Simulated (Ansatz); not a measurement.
An elastic constant from a strain scan in TaSi₂

Method: DFT PBEsol, scalar-relativistic, plane waves, PAW in Ansatz 0.2.0. Cutoff 420 eV, Γ-centred 12×12×6 k-points, Gaussian smearing of 0.15 eV. Spin–orbit coupling is left out, which can shift energies with elements as heavy as these. No spin polarisation. Energies are free energies at this smearing, counted from the undisturbed cell; pressure is positive in compression.

Zero of the scan (relaxed at this level; it needn't be the usual structure):

```
Ta Si
1.0
     4.76099    0.00000    0.00000
    -2.38050    4.12314    0.00000
     0.00000    0.00000    6.55614
Ta Si
3 6
Direct
  0.50000 0.00000 0.00000
  0.50000 0.50000 0.66667
  0.00000 0.50000 0.33333
  0.15928 0.31857 0.00000
  0.84072 0.15928 0.66667
  0.68143 0.84072 0.33333
  0.84072 0.68143 0.00000
  0.15928 0.84072 0.66667
  0.31857 0.15928 0.33333
```

The cell is strained by ε times the Voigt pattern (1, 0, 0, 0, 0, 0) (xx, yy, zz, yz, xz, xy; engineering shear) with fractional coordinates fixed. The cell holds 9 atoms in V0 = 128.70 Å³. The stress column is τ = (1/V0) dE/dε, got from the stress tensor σ (compression positive) at each point as −det(1 + εP) σ : P(1 + εP)⁻¹, with P the pattern as a tensor.

```csv
ε,ΔE (meV/atom),τ (GPa)
-0.0600,?,?
-0.0300,16.767,-13.020
0.0000,0.000,0.023
0.0150,3.776,5.508
0.0450,31.197,14.580
```

Q: Which combination of elastic constants does this scan measure, and how large is it?

A: For small ε, τ = τ0 + Kε with K = pᵀCp, which for this pattern is C11 in the Cartesian frame shown. The parabola through τ at ε = -0.0300, 0 and 0.0150 has slope K = 389 GPa at zero. The energies per cell, E = NΔE, of the same two points give K = 2[E(ε₊)/ε₊ − E(ε₋)/ε₋]/[(ε₊ − ε₋)V0] = 404 GPa, in agreement. These are clamped-ion values.

Q: Predict the withheld row at ε = -0.0600 from the harmonic law, and compare.

A: ΔE = V0(τ0 ε + Kε²/2)/N = 62.329 meV/atom and τ = -23.30 GPa. The calculation gives 72.457 meV/atom and -29.13 GPa: the energy lies 16 % above the harmonic value, as bonds stiffen under compression.

Forces appear on the atoms along this scan, and letting them relax would lower the energy and soften the response. In a metal these slopes depend on the k mesh and the smearing.

Cost: 5 runs of about 16 core-minutes in all, on AMD EPYC (Zen 3) (shared hosts).